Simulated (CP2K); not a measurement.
**Si2W in CP2K: the effect of functional**

Crystal: Si2W.

```xyz
3
Lattice="4.5267 0.0000 0.0000 2.2450 3.9308 0.0000 -3.3859 -1.9654 2.2725" Properties=species:S:1:pos:R:3 pbc="T T T"
W     0.0000    0.0000    0.0000
Si    4.5052    2.6151    0.0000
Si    2.2665    1.3156    0.0000
```

Alike in all runs:

```yaml
Program: CP2K 2026.2
Task: band structure
Potentials_or_basis: POTENTIAL_UZH W GTH-PBE-q14, Si GTH-PBE-q4; TZVP-MOLOPT-PBE-GTH basis
Density_cutoff: 9184 eV
k_mesh: 12 × 12 × 12
Occupations: fermi-dirac, width 0.05 eV
Spin: no spin polarisation
```

```tsv
functional	pressure (GPa)
LDA	?
PBEsol	-0.4
BLYP	10.2
HLE16	-47.7
WC	0.5
SCAN	-0.1
```

Q: What does the run with functional LDA give?

A: Pressure -1.3 GPa.

Caveats: the potentials were made for another functional, which shifts forces and pressure; the basis of atomic orbitals isn't converged, which shifts pressures, moduli and gaps; the potentials were made for a functional far from this one (some runs); the cell as given lies far from equilibrium (some runs).

Runs at the PBE level aren't shown here.
